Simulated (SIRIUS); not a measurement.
# SrO in SIRIUS: convergence with gk cutoff

Input of the first run (gk cutoff 2.48 1/bohr); the others differ in this setting and in those tied to it:

sirius.json

```json
{
  "control": {
    "processing_unit": "cpu",
    "std_evp_solver_name": "lapack",
    "gen_evp_solver_name": "lapack",
    "verbosity": 2,
    "print_forces": true,
    "ortho_rf": true,
    "use_second_variation": true,
    "rmt_max": 3.0,
    "num_bands_to_print": 20,
    "save_wf": true
  },
  "parameters": {
    "electronic_structure_method": "full_potential_lapwlo",
    "xc_functionals": ["XC_GGA_X_PBE_SOL", "XC_GGA_C_PBE_SOL"],
    "core_relativity": "dirac",
    "valence_relativity": "iora",
    "num_fv_states": 20,
    "smearing": "fermi_dirac",
    "smearing_width": 0.0018374661,
    "pw_cutoff": 20,
    "gk_cutoff": 2.48,
    "lmax_apw": 10,
    "lmax_rho": 8,
    "lmax_pot": 8,
    "num_mag_dims": 0,
    "auto_rmt": 0,
    "ngridk": [9, 9, 9],
    "shiftk": [0, 0, 0],
    "num_dft_iter": 80,
    "energy_tol": 1e-07,
    "density_tol": 1e-05,
    "use_symmetry": true
  },
  "settings": {"tol_ne": 1e-10},
  "iterative_solver": {"type": "exact"},
  "mixer": {"type": "anderson", "beta": 0.5, "max_history": 8},
  "unit_cell": {
    "lattice_vectors": [[0.0, 4.8496041536, 4.8496041536], [4.8496041536, 0.0, 4.8496041536], [4.8496041536, 4.8496041536, 0.0]],
    "atom_types": ["O", "Sr"],
    "atom_files": {"O": "O.json", "Sr": "Sr.json"},
    "atoms": {"O": [[0.0, 0.0, 0.0]], "Sr": [[0.5, 0.5, 0.5]]}
  }
}
```

File O.json:

```json
{
  "name": "oxygen",
  "symbol": "O",
  "number": 8,
  "mass": 15.9994,
  "rmin": 1e-06,
  "rmt": 1.6,
  "nrmt": 800,
  "rinf": 11.55,
  "core": "1s",
  "valence": [
    {"basis": [{"enu": -0.06, "dme": 0, "n": 0, "auto": 0}, {"enu": -0.06, "dme": 1, "n": 0, "auto": 0}]},
    {"l": 0, "n": 1, "basis": [{"enu": -0.1771, "dme": 0, "n": 0, "auto": 0}]},
    {"l": 1, "n": 2, "basis": [{"enu": 0.04, "dme": 0, "n": 0, "auto": 0}]},
    {"l": 2, "n": 3, "basis": [{"enu": 0.04, "dme": 0, "n": 0, "auto": 0}]},
    {"l": 3, "n": 4, "basis": [{"enu": 0.04, "dme": 0, "n": 0, "auto": 0}]}
  ],
  "lo": [
    {
      "l": 0,
      "basis": [{"enu": -0.1771, "dme": 0, "n": 0, "auto": 0}, {"enu": -0.1771, "dme": 1, "n": 0, "auto": 0}]
    },
    {
      "l": 0,
      "basis": [{"enu": -0.1771, "dme": 1, "n": 0, "auto": 0}, {"enu": -0.1771, "dme": 2, "n": 0, "auto": 0}]
    },
    {
      "l": 0,
      "basis": [{"enu": -0.1771, "dme": 0, "n": 0, "auto": 0}, {"enu": 4.5103, "dme": 0, "n": 0, "auto": 0}]
    },
    {"l": 1, "basis": [{"enu": 0.04, "dme": 0, "n": 0, "auto": 0}, {"enu": 0.04, "dme": 1, "n": 0, "auto": 0}]},
    {"l": 1, "basis": [{"enu": 0.04, "dme": 1, "n": 0, "auto": 0}, {"enu": 0.04, "dme": 2, "n": 0, "auto": 0}]},
    {"l": 1, "basis": [{"enu": 0.04, "dme": 0, "n": 0, "auto": 0}, {"enu": 5.4306, "dme": 0, "n": 0, "auto": 0}]},
    {"l": 2, "basis": [{"enu": 0.04, "dme": 0, "n": 0, "auto": 0}, {"enu": 0.04, "dme": 1, "n": 0, "auto": 0}]},
    {"l": 2, "basis": [{"enu": 0.04, "dme": 1, "n": 0, "auto": 0}, {"enu": 0.04, "dme": 2, "n": 0, "auto": 0}]},
    {"l": 2, "basis": [{"enu": 0.04, "dme": 0, "n": 0, "auto": 0}, {"enu": 6.1338, "dme": 0, "n": 0, "auto": 0}]},
    {"l": 3, "basis": [{"enu": 0.04, "dme": 0, "n": 0, "auto": 0}, {"enu": 0.04, "dme": 1, "n": 0, "auto": 0}]}
  ],
  "free_atom": [... radial grid and density of the free atom, the start of the SCF ...]
}
```

Sr.json

```json
{
  "name": "strontium",
  "symbol": "Sr",
  "number": 38,
  "mass": 87.62,
  "rmin": 1e-06,
  "rmt": 2.54,
  "nrmt": 800,
  "rinf": 19.56,
  "core": "1s2s2p3s3p",
  "valence": [
    {"basis": [{"enu": -0.06, "dme": 0, "n": 0, "auto": 0}, {"enu": -0.06, "dme": 1, "n": 0, "auto": 0}]},
    {"l": 0, "n": 1, "basis": [{"enu": 0.04, "dme": 0, "n": 0, "auto": 0}]},
    {"l": 1, "n": 2, "basis": [{"enu": 0.04, "dme": 0, "n": 0, "auto": 0}]},
    {"l": 2, "n": 3, "basis": [{"enu": 0.04, "dme": 0, "n": 0, "auto": 0}]},
    {"l": 3, "n": 4, "basis": [{"enu": 0.04, "dme": 0, "n": 0, "auto": 0}]}
  ],
  "lo": [
    {"l": 0, "basis": [{"enu": 0.04, "dme": 0, "n": 0, "auto": 0}, {"enu": 0.04, "dme": 1, "n": 0, "auto": 0}]},
    {
      "l": 0,
      "basis": [{"enu": -1.3275, "dme": 0, "n": 4, "auto": 1}, {"enu": -1.3275, "dme": 1, "n": 4, "auto": 1}]
    },
    {
      "l": 0,
      "basis": [{"enu": -1.3275, "dme": 1, "n": 4, "auto": 1}, {"enu": 0.04, "dme": 0, "n": 0, "auto": 0}]
    },
    {"l": 0, "basis": [{"enu": 0.04, "dme": 0, "n": 0, "auto": 0}, {"enu": 2.52, "dme": 0, "n": 0, "auto": 0}]},
    {"l": 1, "basis": [{"enu": 0.04, "dme": 0, "n": 0, "auto": 0}, {"enu": 0.04, "dme": 1, "n": 0, "auto": 0}]},
    {
      "l": 1,
      "basis": [{"enu": -0.6665, "dme": 0, "n": 4, "auto": 1}, {"enu": -0.6665, "dme": 1, "n": 4, "auto": 1}]
    },
    {
      "l": 1,
      "basis": [{"enu": -0.6665, "dme": 1, "n": 4, "auto": 1}, {"enu": 0.04, "dme": 0, "n": 0, "auto": 0}]
    },
    {"l": 1, "basis": [{"enu": 0.04, "dme": 0, "n": 0, "auto": 0}, {"enu": 2.892, "dme": 0, "n": 0, "auto": 0}]},
    {"l": 2, "basis": [{"enu": 0.04, "dme": 0, "n": 0, "auto": 0}, {"enu": 0.04, "dme": 1, "n": 0, "auto": 0}]},
    {
      "l": 2,
      "basis": [{"enu": -4.5414, "dme": 0, "n": 3, "auto": 1}, {"enu": -4.5414, "dme": 1, "n": 3, "auto": 1}]
    },
    {
      "l": 2,
      "basis": [{"enu": -4.5414, "dme": 1, "n": 3, "auto": 1}, {"enu": 0.04, "dme": 0, "n": 0, "auto": 0}]
    },
    {"l": 2, "basis": [{"enu": 0.04, "dme": 0, "n": 0, "auto": 0}, {"enu": 3.264, "dme": 0, "n": 0, "auto": 0}]},
    {"l": 3, "basis": [{"enu": 0.04, "dme": 0, "n": 0, "auto": 0}, {"enu": 0.04, "dme": 1, "n": 0, "auto": 0}]},
    {"l": 3, "basis": [{"enu": 0.04, "dme": 0, "n": 0, "auto": 0}, {"enu": 2.737, "dme": 0, "n": 0, "auto": 0}]}
  ],
  "free_atom": [... radial grid and density of the free atom, the start of the SCF ...]
}
```

File sirius_start.json:

```json
{
  "control": {
    "processing_unit": "cpu",
    "std_evp_solver_name": "lapack",
    "gen_evp_solver_name": "lapack",
    "verbosity": 1,
    "print_forces": false,
    "ortho_rf": true,
    "use_second_variation": true,
    "rmt_max": 3.0,
    "num_bands_to_print": 20,
    "save_wf": false
  },
  "parameters": {
    "electronic_structure_method": "full_potential_lapwlo",
    "xc_functionals": ["XC_LDA_X", "XC_LDA_C_PW"],
    "core_relativity": "dirac",
    "valence_relativity": "iora",
    "num_fv_states": 20,
    "smearing": "fermi_dirac",
    "smearing_width": 0.0055123983,
    "pw_cutoff": 20,
    "gk_cutoff": 1.98,
    "lmax_apw": 10,
    "lmax_rho": 8,
    "lmax_pot": 8,
    "num_mag_dims": 0,
    "auto_rmt": 0,
    "ngridk": [4, 4, 4],
    "shiftk": [0, 0, 0],
    "num_dft_iter": 30,
    "energy_tol": 0.01,
    "density_tol": 0.05,
    "use_symmetry": true
  },
  "settings": {"tol_ne": 1e-10},
  "iterative_solver": {"type": "exact"},
  "mixer": {"type": "anderson", "beta": 0.5, "max_history": 8},
  "unit_cell": {
    "lattice_vectors": [[0.0, 4.8496041536, 4.8496041536], [4.8496041536, 0.0, 4.8496041536], [4.8496041536, 4.8496041536, 0.0]],
    "atom_types": ["O", "Sr"],
    "atom_files": {"O": "O.json", "Sr": "Sr.json"},
    "atoms": {"O": [[0.0, 0.0, 0.0]], "Sr": [[0.5, 0.5, 0.5]]}
  }
}
```

Potentials or basis: all-electron FP-LAPW, apw+lo standard.

Command:

```bash
$ OMP_NUM_THREADS=1 sirius.scf --input=sirius_start.json --output=start.json
$ OMP_NUM_THREADS=1 sirius.scf --input=sirius.json --output=output.json --task=1
```

Hardware: 1 thread of Arm Neoverse V2, on a shared host.

Task: The values tried are 2.48 1/bohr, 2.93 1/bohr, 3.38 1/bohr, 3.82 1/bohr, 4.27 1/bohr, 4.73 1/bohr, 5.17 1/bohr, loosest first. From which on does the gap on the mesh stay within 0.01 eV of the tightest run that finished?

Result: From 3.82 1/bohr on.

```csv
gk cutoff,"energy less the tightest run, at zero smearing (meV/atom)",gap on the mesh (eV),SCF cycles,CPU time (s),peak memory (GiB)
2.48 1/bohr,1998.22,3.430,9,31,0.37
2.93 1/bohr,662.49,3.350,7,29,0.38
3.38 1/bohr,200.68,3.311,8,36,0.4
3.82 1/bohr,59.98,3.254,8,47,0.46
4.27 1/bohr,13.35,3.267,8,71,0.57
4.73 1/bohr,0.00,3.262,9,140,0.8
5.17 1/bohr,crashed,-,-,-,-
```

Not settled before the last step: the energy (to 1 meV/atom). The tightest run that finished is the yardstick and may itself not be fully converged.

Caveat, for the tightest run too: an odd mesh through Γ misses points on the zone boundary, where band edges often lie.
